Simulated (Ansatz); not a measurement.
# Pb under changes of volume

One of the cells (30.323 Å³/atom); the others are scaled copies at fixed shape and fractional positions:

```
Pb
1.0
     0.00000    2.47502    2.47502
     2.47502    0.00000    2.47502
     2.47502    2.47502    0.00000
Pb
1
Direct
  0.00000 0.00000 0.00000
```

```yaml
Program: Ansatz 0.2.0
Functional: LDA
Potentials_or_basis: Ansatz PAW
Cutoff: "420 eV (not typed: the program's choice for these potentials)"
k_mesh: 9 × 9 × 9
Occupations: fermi-dirac, width 0.05 eV
Spin: no spin polarisation
```

| volume (Å³/atom) | energy over the lowest point (meV/atom) | pressure (GPa) |
| --- | --- | --- |
| 28.503 | ? | ? |
| 29.110 | 0.00 | -0.2 |
| 29.716 | 2.84 | -1.3 |
| 30.323 | 9.43 | -2.2 |
| 30.929 | 19.25 | -3.0 |
| 31.535 | 31.80 | -3.7 |
| 32.142 | 46.78 | -4.3 |

Q: What does the run at 28.503 Å³/atom give?

A: Energy over the lowest point 1.42 meV/atom; pressure 1.0 GPa.

Worked out: A Birch-Murnaghan fit of order 3 (a polynomial in V^(-2/3)) to the other rows has its minimum at 29.00 Å³/atom, just outside them, with B0 = V·E''(V) = 56 GPa and B' = 6.0. It gives 1.50 meV/atom at 28.503 Å³/atom, against the run's 1.42, and -dE/dV = 1.0 GPa, against 1.0.

Energies are extrapolated to zero smearing.

Caveats: the PAW data sets come from PBE, with cores solved anew for the run's functional, which leaves a small shift of forces and pressure.
